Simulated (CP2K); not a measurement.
Runs of CP2K 2026.2 on CuCl2. Symmetry: P4/mmm, No. 123, tetragonal system. Conventional cell: a = 4.521 Å, b = 4.521 Å, c = 4.318 Å, α = 90.00°, β = 90.00°, γ = 90.00°. Around Cu (site symmetry 4/mmm) lie 4 Cl at 2.26 Å. Cl (site symmetry mmm) has 2 Cu at 2.26 Å as nearest neighbours. Measurements of this composition are mostly on another form, of space group No. 12.

```tsv
task	level	potentials or basis	cell	k mesh	EPS_DEFAULT	NGRIDS	EXTRAPOLATION	optimiser	most steps	gap on the mesh (eV)	pressure (GPa)
relaxation of cell and atoms	LDA	GTH_POTENTIALS Cu GTH-PADE-q11, Cl GTH-PADE-q7; TZVP-MOLOPT-PBE-GTH basis	relaxed	5 × 5 × 5	1.0E-9	5	USE_PREV_P	BFGS	40	none	0.0
band structure	LDA	GTH_POTENTIALS Cu GTH-PADE-q11, Cl GTH-PADE-q7; TZVP-MOLOPT-PBE-GTH basis	as given	6 × 6 × 6	1.0E-10	4	-	-	-	none	-2.8
band structure	SCAN	POTENTIAL_UZH Cu GTH-SCAN-q11, Cl GTH-SCAN-q7; TZVP-MOLOPT-SCAN-GTH basis	as given	6 × 6 × 6	1.0E-10	4	-	-	-	none	-0.8
band structure	TASK	POTENTIAL_UZH Cu GTH-SCAN-q11, Cl GTH-SCAN-q7; TZVP-MOLOPT-SCAN-GTH basis	as given	6 × 6 × 6	1.0E-10	5	-	-	-	none	(a)
band structure	r2SCAN	POTENTIAL_UZH Cu GTH-SCAN-q11, Cl GTH-SCAN-q7; TZVP-MOLOPT-SCAN-GTH basis	as given	6 × 6 × 6	1.0E-9	4	-	-	-	none	-0.7
```

Alike in all rows: no spin polarisation; smearing fermi-dirac 0.05 eV.

Question: Fill in the values left out.

Answer: (a) 1.7.

Caveats: the basis of atomic orbitals isn't converged, which shifts pressures, moduli and gaps; an odd number of electrons without spin polarisation forces a metal; a magnetic or distorted state may lie lower; the run has no spin polarisation, though such a crystal can be magnetic; semilocal functionals often make such compounds metallic where correlation or magnetic order opens a gap, which also shifts bond lengths; the potentials were made for another functional, which shifts forces and pressure (some runs).

A k mesh can miss the band edges.

A gap of «none» marks a metal or a gap under the smearing width.

Not every run made on this cell is shown here.
